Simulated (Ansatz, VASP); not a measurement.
# BAs: VASP beside Ansatz, part 2 of 2

Aim: how closely do two programs agree when they are given the same cell, functional and k mesh? The structure shown is the end of the Ansatz relaxation below.

VASP 6.6.1 and Ansatz 0.2.0.

So far. Step 6 (VASP: single point, LDA, pair 2): The run ends at a pressure of 1.89 GPa.

### 7. Differences

What differs besides the data sets and the points named for the pairs above, as far as they apply: the data sets hold 18 valence electrons in Ansatz (on its PAW soft_1 files) and 8 in VASP. Total energies have different zeros and are not compared.

The two programs side by side:

| quantity | Ansatz | VASP | difference |
| --- | --- | --- | --- |
| pressure (GPa) | 0.86 | 1.89 | -1.03 |
| gap on the k mesh (eV) | 0.918 | 0.909 | +0.009 |

A gap on the mesh is an upper bound, since the band edges may lie between its points.

### 8. Ansatz: relaxation, LDA

This run makes the geometry at which the two programs are then compared. The cell compared in this pair holds 26.18 Å³, against 26.33 Å³ for the pair before.

The structure compared here is the end of the Ansatz relaxation.

File input.yaml:

```yaml
crystal:
  lattice:
    - [0.0, 2.3709247456, 2.3185143366]
    - [2.3709247456, 0.0, 2.3185143366]
    - [2.3709247456, 2.3709247456, 0.0]
  atoms:
    - { symbol: B, position: [0.0, 0.0, 0.0] }
    - { symbol: As, position: [0.75, 0.75, 0.75] }
  conventional_axes: [[-1, 1, 1], [1, -1, 1], [1, 1, -1]]
kpoints:
  mp_grid: { grid: [12, 12, 12] }
hamiltonian:
  xc: lda
  pseudopotentials: { kind: paw, azcp: { folder: soft_1 }, xc_functional: pbe }
scf:
  occupations: { method: gaussian, width: 0.02 }
output:
  forces: true
  stress: true
  eigenvalues: true
relax:
  adjacent_minimum: "off"
  f_tol: 0.001
  max_steps: 60
  cell: { stress_tol: 0.01, fix: [c, angles] }
```

Run with:

```console
$ ansatz run input.yaml --threads 4 --pin off --max-ram 10240MiB --backend cpu --events-out ev --progress --plain --runs-dir out
```

Numbers of over 12 decimals in the logs are rounded to 6 here.

Output:

```text
[...]
Crystal: 2 atoms, lattice volume = 26.066 Å³
Basis set: ecut = 420 eV, 531 PW (Γ)
Bands: 13, of which v1, the nominal top of the filled ones, is band 9 counted from 1 (8 counted from 0)
Symmetry: 8 space group operations
[...]
k-points: 163 of 1728 (time reversal used)
[...]
k-point 162: bands = [... 5 lower, -0.2515, 2.5475, 6.6468, 6.6468, 12.1393, 12.2387, 22.6936, 22.6936]
--- Relaxed structure (3 steps of the walk, 3 accepted, 1 SCFs on fresh bases) ---
[...]
cell:  # Å, volume = 26.1847 Å³
    - [0, 2.376316, 2.3185143366]
    - [2.376316, 0, 2.3185143366]
    - [2.376316, 2.376316, 0]
  atoms:
    - { symbol: B, position: [0, 0, 0] }
    - { symbol: As, position: [0.750000, 0.750000, 0.750000] }
[key lines of the parts left out:]
SCF converged after 6 iterations
Free energy (F): -4923.526728 eV
Fermi energy:    11.562663 eV
P = ⅓ Tr σ = 1.7112 GPa (17.112 kbar)
```

### 9. VASP: single point, LDA, pair 3

The same cell, functional (in two slightly different forms), mesh and smearing now go to VASP, with its own data sets.

File INCAR:

```
SYSTEM = BAs
PREC = Accurate
ENCUT = 500
EDIFF = 1E-06
NELM = 120
ISMEAR = 0
SIGMA = 0.02
LREAL = .FALSE.
ALGO = Normal
GGA = CA
NBANDS = 10
LORBIT = 11
LWAVE = .FALSE.
LCHARG = .FALSE.
ISIF = 2
LASPH = .TRUE.
GGA_COMPAT = .FALSE.
EFERMI = MIDGAP
KPAR = 2
```

File POSCAR:

```
BAs
1.0
    0.0000000000      2.3763162792      2.3185143366
    2.3763162792      0.0000000000      2.3185143366
    2.3763162792      2.3763162792      0.0000000000
B As
1 1
Direct
    0.0000000000      0.0000000000      0.0000000000
    0.7500000000      0.7500000000      0.7500000000
```

File KPOINTS:

```
Automatic mesh
0
Gamma
12 12 12
0 0 0
```

The projector-augmented-wave data sets are B and As (LDA family, release 64).

Run with:

```console
$ mpirun -np 2 vasp_std
```

Output:

```text
[... set-up lines as in an earlier step ...]
 entering main loop
       N       E                     dE             d eps       ncg     rms          rms(c)
DAV:   1     0.104844892443E+02    0.10484E+02   -0.37755E+03  3260   0.686E+02
DAV:   2    -0.130869156268E+02   -0.23571E+02   -0.22518E+02  4642   0.106E+02
DAV:   3    -0.137230319759E+02   -0.63612E+00   -0.63511E+00  3892   0.173E+01
DAV:   4    -0.137246830702E+02   -0.16511E-02   -0.16510E-02  3992   0.995E-01
[...]
DAV:  10    -0.129154681407E+02   -0.57232E-05   -0.85388E-05  3500   0.555E-02    0.145E-02
DAV:  11    -0.129154695292E+02   -0.13885E-05   -0.16690E-06  3796   0.942E-03    0.135E-02
DAV:  12    -0.129154693628E+02    0.16632E-06   -0.75894E-07  2018   0.394E-03
   1 F= -.12915469E+02 E0= -.12915469E+02  d E =-.304866-143
```

From OUTCAR (step 9):

```text
  Total        0.1749541      0.1749541      1.0057829      0.0000000      0.0000000      0.0000000
  in kB       10.7049963     10.7049963     61.5412822      0.0000000      0.0000000      0.0000000
  external PRESSURE =      27.6504249 kB  Pullay stress =       0.0000000 kB

 POSITION                                       TOTAL-FORCE (eV/Angst)
 -----------------------------------------------------------------------------------
      0.00000      0.00000      0.00000        -0.000000     -0.000000     -0.000000
      3.56447      3.56447      3.47777         0.000000      0.000000      0.000000
 -----------------------------------------------------------------------------------
    total drift:                                0.000000      0.000000      0.000000

  FREE ENERGIE OF THE ION-ELECTRON SYSTEM (eV)
  ---------------------------------------------------
  free  energy   TOTEN  =       -12.9154693628 eV

  energy  without entropy=      -12.9154693628  energy(sigma->0) =      -12.91546936

[... 1 part as in an earlier step ...]

[... 2 further parts left out ...]
[key lines of the parts left out:]
E-fermi :   7.1315
```

The run ends at a pressure of 2.77 GPa.

### 10. Comparison

What differs besides the data sets and the points named for the pairs above, as far as they apply: the data sets hold 18 valence electrons in Ansatz (on its PAW soft_1 files) and 8 in VASP. Total energies have different zeros and are not compared.

Both answers:

| quantity | Ansatz | VASP | difference |
| --- | --- | --- | --- |
| pressure (GPa) | 1.71 | 2.77 | -1.05 |
| gap on the k mesh (eV) | 0.724 | 0.715 | +0.009 |

A gap on the mesh is an upper bound, since the band edges may lie between its points.

### 11. Outcome

```json
{
 "difference in pressure (single point, LDA, pair 1)": "-1.1 GPa",
 "difference in pressure (single point, LDA, pair 2)": "-1.0 GPa",
 "difference in pressure (single point, LDA, pair 3)": "-1.1 GPa"
}
```

In words: The difference in pressure is -1.1 GPa (single point, LDA, pair 1), beyond the 1 GPa picked in this series as the mark of a large difference. The data sets hold unlike numbers of valence electrons (18 in Ansatz and 8 in VASP), so part of the differences comes from the potentials. What causes the difference of the single point, LDA, pair 1 pair stays open here. What causes the difference of the single point, LDA, pair 2 pair stays open here. What causes the difference of the single point, LDA, pair 3 pair stays open here. 5 further runs of this series are not shown here. How closely two codes agree says nothing of how well the functional describes the real material.

[Lines on the potential files, build, host, timing and source positions are cut from VASP's logs without a mark.]

[Logs are printed without paths, hosts, clocks, repeated set-up lines and the standing remarks that a program may print on its own settings, such as how far it seeks lower states.]

[Hosts, paths, dates, database ids (printed as entryN), source tags and the programs' standing remarks are cut or masked in the printed files.]
